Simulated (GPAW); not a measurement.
Runs of GPAW 26.7.0 on Pb. It takes space group P6_3/mmc (No. 194, hexagonal). The conventional cell has a = 3.480 Å, b = 3.480 Å, c = 5.590 Å, α = 90.00°, β = 90.00°, γ = 120.00°. Pb (site symmetry -6m2) has 12 Pb at 3.44 to 3.48 Å as nearest neighbours. This isn't the form of Pb at room conditions, which is fcc.

| task | level | potentials or basis | cell | optimizer | fmax | max steps | convergence | ranks | gap on the mesh (eV) | pressure (GPa) | relaxed volume (Å³/atom) |
| --- | --- | --- | --- | --- | --- | --- | --- | --- | --- | --- | --- |
| relaxation of cell and atoms | PBEsol | PAW data sets generated in the run's folder for this functional, pw | relaxed | BFGS | 0.02 eV/Å | 60 | density=1e-05 forces=0.0001 | - | none | 0.0 | (a) |
| relaxation of cell and atoms | PBEsol+D3(BJ)+ATM | PAW data sets generated in the run's folder for this functional, pw | relaxed | BFGS | 0.02 eV/Å | 60 | density=1e-05 forces=0.0001 | - | none | 0.0 | 28.27 |
| relaxation of cell and atoms | PBEsol+D3(BJ) | PAW data sets generated in the run's folder for this functional, pw | relaxed | BFGS | 0.02 eV/Å | 60 | density=1e-05 forces=0.0001 | - | none | 0.0 | 28.14 |
| relaxation of cell and atoms | PBEsol+D4 | PAW data sets generated in the run's folder for this functional, pw | relaxed | BFGS | 0.02 eV/Å | 60 | density=1e-05 forces=0.0001 | - | none | 0.0 | 28.79 |

Alike in all rows: no spin polarisation; k mesh 7 × 7 × 4; cutoff (eV) 600; smearing fermi-dirac 0.05 eV.

Question: Fill in the values left out.

Answer: (a) 29.59.

Caveats: later steps reuse the first step's grids; pairwise dispersion overbinds metals, which lowers pressure and volume (some runs).

A k mesh can miss the band edges, and the runs leave out spin-orbit coupling on Pb.

A gap of «none» marks a metal or a gap under the smearing width.
